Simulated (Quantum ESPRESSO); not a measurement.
# Nb: equation of state with LDA

The system is Nb.

```xyz
1
Lattice="-1.6640 1.6640 1.6640 1.6640 -1.6640 1.6640 1.6640 1.6640 -1.6640" Properties=species:S:1:pos:R:3 pbc="T T T"
Nb    0.0000    0.0000    0.0000
```

```json
{"Program": "Quantum ESPRESSO 7.5", "Task": "equation of state", "Functional": "LDA", "Potentials or basis": "GBRV 1.5 LDA", "Cutoff": "612 eV", "Density cutoff": "4898 eV", "k mesh": "11 × 11 × 11", "Occupations": "fermi-dirac, width 0.05 eV", "Spin": "no spin polarisation", "Form of the LDA correlation": "PZ81", "Mixing beta": "0.5", "Most SCF iterations": "120", "SCF threshold": "2e-10 Ry"}
```

```json
{"Equilibrium volume": "17.18 Å³/atom (rough: see the caveat)", "Bulk modulus": "185 GPa (rough)"}
```

Energy against volume, from the lowest point:
```
volume (Å³/atom)  energy (meV/atom)
          17.322               0.00
          17.691               7.69
          18.060              23.47
          18.428              46.63
          18.797              76.66
          19.165             112.95
          19.534             154.86
```

All runs of the series together: 28 s on 2 threads of Arm Neoverse V1, on a shared host.

Caveat: the minimum lies outside the volumes run.
